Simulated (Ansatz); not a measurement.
Structure types of Sb were relaxed at one common pressure (all-electron LAPW in Ansatz 0.2.0 under PBE, scalar-relativistic, no spin polarisation, zero temperature). They take these volumes:

```
    type  space group  V (Å³/atom)
     fcc        Fm-3m        24.60
     bcc        Im-3m        24.40
     hcp     P6_3/mmc        24.53
   omega       P6/mmm        24.71
      sc        Pm-3m        26.78
beta tin     I4_1/amd        26.31
```

Q: At about which pressure, and is the densest type also the lowest in enthalpy?

A: 8.4 GPa. The densest is bcc, and it is 64 meV/atom above sc: its gain in pV doesn't pay for its higher energy here.
